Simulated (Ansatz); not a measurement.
# EuS: the cost of one run

All numbers are computed with Ansatz 0.2.0, driven from Python. Level of theory: DFT PBE+U, plane waves, PAW.

The COD entry's cell or inner coordinates are ideal or old and differ from later refinements, so a difference from it is no clean test against experiment.

### 1 The structure

Symmetry: Fm-3m, No. 225, cubic system. The conventional cell has a = 5.957 Å, b = 5.957 Å, c = 5.957 Å, α = 90.00°, β = 90.00°, γ = 90.00°. Eu (site symmetry m-3m) is surrounded by 6 S at 2.98 Å. S (site symmetry m-3m) has 6 Eu at 2.98 Å as nearest neighbours.

The script holds or builds the structure itself.

### 2 The script

Input file eus_smear.py:

```python
"""How the energy of EuS depends on the smearing."""

import warnings

import ansatz
import matplotlib.pyplot as plt
import numpy as np

params = {
    "xc": "pbe",
    "ecut": 420,
    "mesh": (7, 7, 7),
}


def main() -> None:
    warnings.simplefilter("ignore", ansatz.DeckWarning)

    vectors = np.array([
        [0.0, 2.9785, 2.9785],
        [2.9785, 0.0, 2.9785],
        [2.9785, 2.9785, 0.0],
    ])
    crystal = (
        ansatz.Lattice.of(vectors)
        .atom("Eu", [0.0, 0.0, 0.0])
        .atom("S", [0.5, 0.5, 0.5])
        .moments(Eu=9.1)
    )

    job = (
        crystal.calculation()
        .functional(params["xc"])
        .basis(params["ecut"])  # plane waves up to this kinetic energy
        .kpoints(*params["mesh"])  # sampling of the Brillouin zone
        .spin("collinear")
        .hubbard("Eu", "f", u_eff=3.0)  # on-site correction of the localised shell
    )

    rows = []
    for value in [0.25, 0.15, 0.1, 0.05, 0.025]:
        r = job.occupations("fermi_dirac", width=value).run().report
        rows.append((value, r["free_energy_ev"] / len(r["lattice"]["sites"]), r["n_iterations"], r["magnetization_mub"], r["n_kpoints"]))

    print("  width (eV)   F/atom (eV)    iterations  moment (muB)      k-points")
    for row in rows:
        print(f"{str(row[0]):>12s}  {row[1]:12.5f}  {row[2]:12d}  {row[3]:12.3f}  {row[4]:12d}")

    # differences from the last row
    for row in rows[:-1]:
        shift = 1000 * (row[1] - rows[-1][1])
        print(f"{row[0]}: {shift:+.2f} meV/atom" + ("  (within 1 meV)" if abs(shift) < 1 else ""))
    plt.figure(figsize=(4.5, 3))
    plt.plot([str(row[0]) for row in rows], [1000 * (row[1] - rows[-1][1]) for row in rows], "o-")
    plt.xlabel("width (eV)")
    plt.ylabel("F - F(last) (meV/atom)")
    plt.tight_layout()
    plt.savefig("smear.png", dpi=100)


if __name__ == "__main__":
    main()
```

### 3 The input behind the calls

The engine receives this input (first run):

```yaml
crystal:
  lattice:
    - [0.0, 2.9785, 2.9785]
    - [2.9785, 0.0, 2.9785]
    - [2.9785, 2.9785, 0.0]
  atoms:
    - { symbol: Eu, position: [0.0, 0.0, 0.0] }
    - { symbol: S, position: [0.5, 0.5, 0.5] }
basis:
  ecutwfc: 420.0
kpoints:
  mp_grid:
    grid: [7, 7, 7]
hamiltonian:
  xc: pbe
  hubbard:
    - { species: Eu, l: f, u_eff: 3.0 }
magnetization:
  spin_polarized: true
  per_species:
    Eu: 9.1
scf:
  occupations:
    method: fermi_dirac
    width: 0.25
```

### 4 Running it

Launch:

```
python eus_smear.py
```

Q: Estimate wall time and peak memory on 1 thread of Arm Neoverse V2, shared host.

About 1.9 min, with a peak of 0.48 GiB.
